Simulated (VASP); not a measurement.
# CdSe (Cadmoselite) (P6_3mc) in VASP: notebook

Runs on CdSe (Cadmoselite). Level: HSE06. Tasks: single point.

Everything below comes from runs of VASP 6.6.1. Logs are shortened: lines on timing, memory, paths and dates and some standing lists are left out, and cuts for length are marked.

**1. Starting point**

The structure is hexagonal, space group P6_3mc (No. 186). Conventional cell: a = 4.300 Å, b = 4.300 Å, c = 7.020 Å, α = 90.00°, β = 90.00°, γ = 120.00°. Around Cd (site symmetry 3m) lie 4 Se at 2.61 to 2.70 Å. Se (site symmetry 3m) has 4 Cd at 2.61 to 2.70 Å as nearest neighbours.

**2. Single point, HSE06**

The input, POSCAR:

```
CdSe
1.0
    4.3000000000      0.0000000000      0.0000000000
   -2.1500000000      3.7239092363      0.0000000000
    0.0000000000      0.0000000000      7.0200000000
Cd Se
2 2
Direct
    0.6666666667      0.3333333333      0.5000000000
    0.3333333333      0.6666666667      0.0000000000
    0.6666666667      0.3333333333      0.8850000000
    0.3333333333      0.6666666667      0.3850000000
```

The input, INCAR.step1:

```
  ALGO = Normal
  EDIFF = 1E-5
  ENCUT = 520
  GGA = PE
  ISIF = 2
  ISMEAR = 0
  LASPH = True
  LREAL = False
  LWAVE = True
  NBANDS = 26
  NELM = 100
  NKRED = 1
  PREC = Accurate
  SIGMA = 0.01
```

The input, INCAR.step2:

```
  ALGO = Normal
  EDIFF = 1E-6
  ENCUT = 520
  GGA = PE
  HFSCREEN = 0.2
  ISIF = 2
  ISMEAR = 0
  ISTART = 1
  LASPH = True
  LCHARG = False
  LHFCALC = True
  LREAL = False
  LWAVE = False
  NBANDS = 26
  NELM = 100
  NKRED = 1
  PREC = Accurate
  PRECFOCK = Fast
  SIGMA = 0.01
```

The input, KPOINTS:

```
k-points
0
Gamma
  2 2 1
```

Potentials or basis: VASP PAW PBE potentials, release 64 (Cd, Se).

Run with:

```
> cat potpaw_PBE.64/Cd/POTCAR potpaw_PBE.64/Se/POTCAR > POTCAR
> cp INCAR.step1 INCAR
> mpirun -np 1 vasp_std > vasp.out
> cp INCAR.step2 INCAR
> mpirun -np 1 vasp_std > vasp.out
```

OUTCAR:

```text
EDIFF = 1E-6
   ENCUT = 520
   GGA = PE
   HFSCREEN = 0.2
   ISIF = 2
   ISMEAR = 0
   ISTART = 1
   LASPH = True
   LHFCALC = True
   LREAL = False
   NELM = 100
   NKRED = 1
   PREC = Accurate
   PRECFOCK = Fast

 Found      2 irreducible k-points:

 Following reciprocal coordinates:
            Coordinates               Weight
  0.000000  0.000000  0.000000      1.000000
  0.500000 -0.000000  0.000000      3.000000
   k-points           NKPTS =      2   k-points in BZ     NKDIM =      4   number of bands    NBANDS=     26
   number of dos      NEDOS =    301   number of ions     NIONS =      4
   total plane-waves  NPLWV =  55296
   dimension x,y,z NGX =    32 NGY =   32 NGZ =   54
   dimension x,y,z NGXF=    64 NGYF=   64 NGZF=  108
   ions per type =               2   2
   NGX,Y,Z   is equivalent  to a cutoff of  12.37, 12.37, 12.79 a.u.
   NGXF,Y,Z  is equivalent  to a cutoff of  24.74, 24.74, 25.58 a.u.
 SYSTEM =  unknown system
   PREC   = accura    normal or accurate (medium, high low for compatibility)
   ISTART =      1    job   : 0-new  1-cont  2-samecut
   ICHARG =      0    charge: 1-file 2-atom 10-const
   ISPIN  =      1    spin polarized calculation?
   LNONCOLLINEAR =      F non collinear calculations
   LSORBIT =      F    spin-orbit coupling
   LASPH  =      T    aspherical Exc in radial PAW
   ENCUT  =  520.0 eV  38.22 Ry    6.18 a.u.   8.00  8.00 13.05*2*pi/ulx,y,z
   NELM   =    100;   NELMIN=  2; NELMDL=  0     # of ELM steps
   EDIFF  = 0.1E-05   stopping-criterion for ELM
   LREAL  =      F    real-space projection
   EDIFFG = 0.1E-04   stopping-criterion for IOM
   NSW    =      0    number of steps for IOM
   IBRION =     -1    ionic relax: 0-MD 1-quasi-New 2-CG
   NFREE  =      0    steps in history (QN), initial steepest desc. (CG)
   ISIF   =      2    stress and relaxation
   ISYM   =      3    0-nonsym 1-usesym 2-fastsym
   POTIM  = 0.5000    time-step for ionic-motion
   TEBEG  =    0.0;   TEEND  =   0.0 temperature during run
   PSTRESS=    0.0 pullay stress
   NELECT =      36.0000    total number of electrons
   NUPDOWN=      -1.0000    fix difference up-down
   EMIN   =  10.00;   EMAX   =-10.00  energy-range for DOS
   EFERMI =   0.00;   METHOD = LEGACY
   ISMEAR =     0;   SIGMA  =   0.01  broadening in eV -4-tet -1-fermi 0-gaus
   EFERMI_NEDOS =   21; number of points for ismear=-14 and -15
   IALGO  =     38    algorithm
   IMIX   =      1    mixing-type and parameters
     AMIX     =   0.40;   BMIX     =  1.00
     AMIX_MAG =   1.60;   BMIX_MAG =  1.00
  volume/ion in A,a.u.               =      28.10       189.64
  Fermi-wavevector in a.u.,A,eV,Ry     =   1.120059  2.116604 17.068937  1.254531
  Thomas-Fermi vector in A             =   2.256702
   LORBIT       =      0    0 simple, 1 ext, 2 COOP (PROOUT), +10 PAW based schemes
   GGA     = PE    functional components
   LHFCALC =     T    Hartree Fock is set to
   PRECFOCK=fast      Normal, Fast or Accurate (Low or Medium for compatibility)
   ENCUT4O =  -1.0   cutoff for four orbital integrals eV
   NKREDX  =     1    reduce k-point grid by
   NKREDY  =     1    reduce k-point grid by
   NKREDZ  =     1    reduce k-point grid by
   AEXX    =    0.2500 exact exchange contribution
   HFSCREEN=    0.2000 screening length (either q_TF or 0.3 A-1)
   HFSCREENC=   0.2000 screening length for correlation (either q_TF or 0.3 A-1)
   ENCUTFOCK=  -1.0 apply spherical cutoff to Coloumb kernel
   IVDW    =     0    specifies the selected vdW correction
   LEPSILON=     F    determine dielectric tensor
   LRPA    =     F    only Hartree local field effects (RPA)
 non-spin polarized calculation
 Gauss-broadening in eV      SIGMA  =   0.01
  energy-cutoff  :      520.00
  volume of cell :      112.41
 maximum number of plane-waves:      3038
 NGX is ok and might be reduce to    32
  NGX = 18; NGY = 18; NGZ = 30

 number of electron      35.9999998 magnetization

 Free energy of the ion-electron system (eV)
  ---------------------------------------------------
  ext. energy  EPLUGINS =         0.00000000
  ---------------------------------------------------
  free energy    TOTEN  =       -13.04568854 eV

  energy without entropy =      -13.04568854  energy(sigma->0) =      -13.04568854

 E-fermi :   0.4601     XC(G=0):  -7.3353

 val. band max:        0.4017324346   @ k =   0.0000   0.0000   0.0000
 cond. band min:       2.1824928370   @ k =   0.0000   0.0000   0.0000
 fundamental gap:      1.7807604024
 Fermi energy:         0.4600938360

 k-point     1 :       0.0000    0.0000    0.0000
  band No.  band energies     occupation
      1     -13.2337      2.00000
      2     -12.8276      2.00000
      3      -8.8608      2.00000
      4      -8.8608      2.00000
      5      -8.8058      2.00000
      6      -8.8058      2.00000
[... 18 lines left out ...]
     25       8.5168      0.00000
     26       9.3190      0.00000

 k-point     2 :       0.5000   -0.0000    0.0000
  band No.  band energies     occupation
      1     -12.8318      2.00000
      2     -12.7048      2.00000
      3      -8.7527      2.00000
      4      -8.7447      2.00000
      5      -8.6412      2.00000
      6      -8.5867      2.00000
[... 18 lines left out ...]
     25       9.3745      0.00000
     26      11.1977      0.00000

------------------------ aborting loop because EDIFF is reached ----------------------------------------

  FORCE on cell =-STRESS in cart. coord.  units (eV):
  Direction    XX          YY          ZZ          XY          YZ          ZX
  --------------------------------------------------------------------------------------
  -------------------------------------------------------------------------------------
  Total        4.0907792      4.0907792     -2.7365407      0.0000000      0.0000000      0.0000000
  in kB       58.3058272     58.3058272    -39.0038818      0.0000000      0.0000000      0.0000000
  external PRESSURE =      25.8692575 kB  Pullay stress =       0.0000000 kB

 VOLUME and BASIS-vectors are now :
 -----------------------------------------------------------------------------
  energy-cutoff  :      520.00
  volume of cell :      112.41
      direct lattice vectors                 reciprocal lattice vectors
     4.300000000  0.000000000  0.000000000     0.232558140  0.134267504  0.000000000
    -2.150000000  3.723909236  0.000000000     0.000000000  0.268535009  0.000000000
     0.000000000  0.000000000  7.020000000     0.000000000  0.000000000  0.142450142

 POSITION                                       TOTAL-FORCE (eV/Angst)
 -----------------------------------------------------------------------------------
      2.15000      1.24130      3.51000        -0.000000      0.000000      0.387592
     -0.00000      2.48261      0.00000         0.000000     -0.000000      0.387592
      2.15000      1.24130      6.21270        -0.000000      0.000000     -0.387592
     -0.00000      2.48261      2.70270        -0.000000      0.000000     -0.387592
 -----------------------------------------------------------------------------------
    total drift:                               -0.000000     -0.000000     -0.000432

  FREE ENERGIE OF THE ION-ELECTRON SYSTEM (eV)
  ---------------------------------------------------
  free  energy   TOTEN  =       -13.0456885391 eV

  energy  without entropy=      -13.0456885391  energy(sigma->0) =      -13.04568854
```

Wall time 46 s (1 thread of Intel Xeon Platinum 8488C (Sapphire Rapids), shared host); peak memory 0.31 GiB.

These settings aren't checked as converged: the numbers below hold their error.

What came out:

- Free energy: -13.0457 eV
- Pressure: 2.6 GPa
- Largest force: 0.388 eV/Å
- Band gap on the k mesh: 1.78 eV, direct

Caveat: the k mesh is coarse (spacing up to 0.90 Å⁻¹), so the values aren't converged, least of all with exact exchange; the PAW data sets were made with another functional, which shifts forces and pressure a little.

**3. Single point, HSE06**

POSCAR is that of step 2.

Edit INCAR.step1 of step 2 so:

```diff
@@ -2,3 +2,3 @@
   EDIFF = 1E-5
-  ENCUT = 520
+  ENCUT = 400
   GGA = PE
```

Edit INCAR.step2 of step 2 so:

```diff
@@ -2,3 +2,3 @@
   EDIFF = 1E-6
-  ENCUT = 520
+  ENCUT = 400
   GGA = PE
@@ -17,3 +17,3 @@
   PREC = Accurate
-  PRECFOCK = Fast
+  PRECFOCK = Low
   SIGMA = 0.01
```

The input, KPOINTS:

```
k-points
0
Gamma
  3 3 2
```

Potentials or basis: VASP PAW PBE potentials, release 64 (Cd, Se).

Run with:

```
> cat potpaw_PBE.64/Cd/POTCAR potpaw_PBE.64/Se/POTCAR > POTCAR
> cp INCAR.step1 INCAR
> mpirun -np 1 vasp_std > vasp.out
> cp INCAR.step2 INCAR
> mpirun -np 1 vasp_std > vasp.out
```

OUTCAR:

```text
EDIFF = 1E-6
   ENCUT = 400
   GGA = PE
   HFSCREEN = 0.2
   ISIF = 2
   ISMEAR = 0
   ISTART = 1
   LASPH = True
   LHFCALC = True
   LREAL = False
   NELM = 100
   NKRED = 1
   PREC = Accurate
   PRECFOCK = Low

 Found      6 irreducible k-points:

 Following reciprocal coordinates:
            Coordinates               Weight
  0.000000  0.000000  0.000000      1.000000
  0.333333 -0.000000  0.000000      6.000000
[... 262 lines left out ...]

  FORCE on cell =-STRESS in cart. coord.  units (eV):
  Direction    XX          YY          ZZ          XY          YZ          ZX
  --------------------------------------------------------------------------------------
  -------------------------------------------------------------------------------------
  Total        1.9818759      1.9818759     -0.0672454      0.0000000      0.0000000      0.0000000
  in kB       28.2476534     28.2476534     -0.9584477      0.0000000      0.0000000      0.0000000
  external PRESSURE =      18.5122864 kB  Pullay stress =       0.0000000 kB

 VOLUME and BASIS-vectors are now :
 -----------------------------------------------------------------------------
  energy-cutoff  :      400.00
  volume of cell :      112.41
      direct lattice vectors                 reciprocal lattice vectors
     4.300000000  0.000000000  0.000000000     0.232558140  0.134267504  0.000000000
    -2.150000000  3.723909236  0.000000000     0.000000000  0.268535009  0.000000000
     0.000000000  0.000000000  7.020000000     0.000000000  0.000000000  0.142450142

 POSITION                                       TOTAL-FORCE (eV/Angst)
 -----------------------------------------------------------------------------------
      2.15000      1.24130      3.51000         0.000000      0.000000      0.335243
     -0.00000      2.48261      0.00000         0.000000     -0.000000      0.335243
      2.15000      1.24130      6.21270        -0.000000      0.000000     -0.335243
     -0.00000      2.48261      2.70270         0.000000      0.000000     -0.335243
 -----------------------------------------------------------------------------------
    total drift:                               -0.000000     -0.000000     -0.007625

  FREE ENERGIE OF THE ION-ELECTRON SYSTEM (eV)
  ---------------------------------------------------
  free  energy   TOTEN  =       -13.5014857126 eV

  energy  without entropy=      -13.5014857126  energy(sigma->0) =      -13.50148571
```

OUTCAR.step1:

```text
EDIFF = 1E-5
   ENCUT = 400
   GGA = PE
   ISIF = 2
[... 287 lines left out ...]
      2.15000      1.24130      3.51000         0.000000     -0.000000      0.346554
     -0.00000      2.48261      0.00000        -0.000000      0.000000      0.346554
      2.15000      1.24130      6.21270        -0.000000     -0.000000     -0.346554
     -0.00000      2.48261      2.70270         0.000000     -0.000000     -0.346554
 -----------------------------------------------------------------------------------
    total drift:                               -0.000000     -0.000000     -0.000125

  FREE ENERGIE OF THE ION-ELECTRON SYSTEM (eV)
  ---------------------------------------------------
  free  energy   TOTEN  =       -10.6770780118 eV

  energy  without entropy=      -10.6770780118  energy(sigma->0) =      -10.67707801
```

Run time: 2.7 min. Hardware: 1 thread of Intel Xeon Platinum 8488C (Sapphire Rapids), shared host; peak memory 0.29 GiB.

These settings aren't checked as converged: the numbers below hold their error.

Results:

```
Free energy            : -13.5015 eV
Pressure               : 1.9 GPa
Largest force          : 0.335 eV/Å
Band gap on the k mesh : 1.68 eV, direct
```

Caveat: the k mesh is coarse (spacing up to 0.56 Å⁻¹), so the values aren't converged, least of all with exact exchange; the PAW data sets were made with another functional, which shifts forces and pressure a little.

**4. Single point, HSE06**

POSCAR is that of step 3.

INCAR.step1 is that of step 3.

Edit INCAR.step2 of step 3 so:

```diff
@@ -17,3 +17,3 @@
   PREC = Accurate
-  PRECFOCK = Low
+  PRECFOCK = Accurate
   SIGMA = 0.01
```

KPOINTS is that of step 3.

Run with:

```
> cat potpaw_PBE.64/Cd/POTCAR potpaw_PBE.64/Se/POTCAR > POTCAR
> cp INCAR.step1 INCAR
> mpirun -np 1 vasp_std > vasp.out
> cp INCAR.step2 INCAR
> mpirun -np 1 vasp_std > vasp.out
```

It took 14 min on 1 thread of Intel Xeon Platinum 8488C (Sapphire Rapids), shared host; peak memory 0.33 GiB.

The run converged, but some of its settings lie outside the range that counts as converged, so its numbers aren't taken as properties of the crystal.

Results:

```
Free energy            : -13.5050 eV
Pressure               : 1.9 GPa
Largest force          : 0.333 eV/Å
Band gap on the k mesh : 1.68 eV, direct
```

Caveat: the k mesh is coarse (spacing up to 0.56 Å⁻¹), so the values aren't converged, least of all with exact exchange; the PAW data sets were made with another functional, which shifts forces and pressure a little.

**5. Single point, HSE06**

POSCAR is that of step 4.

Edit INCAR.step1 of step 4 so:

```diff
@@ -2,3 +2,3 @@
   EDIFF = 1E-5
-  ENCUT = 400
+  ENCUT = 520
   GGA = PE
```

Edit INCAR.step2 of step 4 so:

```diff
@@ -2,3 +2,3 @@
   EDIFF = 1E-6
-  ENCUT = 400
+  ENCUT = 520
   GGA = PE
@@ -17,3 +17,3 @@
   PREC = Accurate
-  PRECFOCK = Accurate
+  PRECFOCK = Fast
   SIGMA = 0.01
```

KPOINTS is that of step 4.

Run with:

```
> cat potpaw_PBE.64/Cd/POTCAR potpaw_PBE.64/Se/POTCAR > POTCAR
> cp INCAR.step1 INCAR
> mpirun -np 1 vasp_std > vasp.out
> cp INCAR.step2 INCAR
> mpirun -np 1 vasp_std > vasp.out
```

Wall time 6 min (1 thread of Intel Xeon Platinum 8488C (Sapphire Rapids), shared host); peak memory 0.33 GiB.

These settings aren't checked as converged: the numbers below hold their error.

What came out:

| Quantity | Value |
| --- | --- |
| Free energy | -13.5145 eV |
| Pressure | 2.4 GPa |
| Largest force | 0.333 eV/Å |
| Band gap on the k mesh | 1.68 eV, direct |

Caveat: the k mesh is coarse (spacing up to 0.56 Å⁻¹), so the values aren't converged, least of all with exact exchange; the PAW data sets were made with another functional, which shifts forces and pressure a little.

**6. Single point, HSE06**

POSCAR is that of step 5.

Edit INCAR.step1 of step 5 so:

```diff
@@ -2,3 +2,3 @@
   EDIFF = 1E-5
-  ENCUT = 520
+  ENCUT = 460
   GGA = PE
```

Edit INCAR.step2 of step 5 so:

```diff
@@ -2,3 +2,3 @@
   EDIFF = 1E-6
-  ENCUT = 520
+  ENCUT = 460
   GGA = PE
```

The input, KPOINTS:

```
k-points
0
Gamma
  4 4 2
```

Potentials or basis: VASP PAW PBE potentials, release 64 (Cd, Se).

Run with:

```
> cat potpaw_PBE.64/Cd/POTCAR potpaw_PBE.64/Se/POTCAR > POTCAR
> cp INCAR.step1 INCAR
> mpirun -np 1 vasp_std > vasp.out
> cp INCAR.step2 INCAR
> mpirun -np 1 vasp_std > vasp.out
```

Run time: 11 min. Hardware: 1 thread of Intel Xeon Platinum 8488C (Sapphire Rapids), shared host; peak memory 0.31 GiB.

These settings aren't checked as converged: the numbers below hold their error.

Results:

| Property | Result |
| --- | --- |
| Free energy | -13.6543 eV |
| Pressure | 2.0 GPa |
| Largest force | 0.298 eV/Å |
| Band gap on the k mesh | 1.68 eV, direct |

Caveat: the k mesh is coarse (spacing up to 0.45 Å⁻¹), so the values aren't converged, least of all with exact exchange; the PAW data sets were made with another functional, which shifts forces and pressure a little.

**7. For comparison**

An earlier run on the cell as given: functional PBE; potentials or basis VASP PAW PBE potentials, release 64 (Cd, Se); cutoff 520 eV; k mesh 7 × 7 × 4; occupations fermi-dirac, width 0.05 eV; no spin polarisation.

- Pressure: 3.3 GPa
- Largest force: 0.291 eV/Å
- Band gap on the k mesh: 0.70 eV, direct
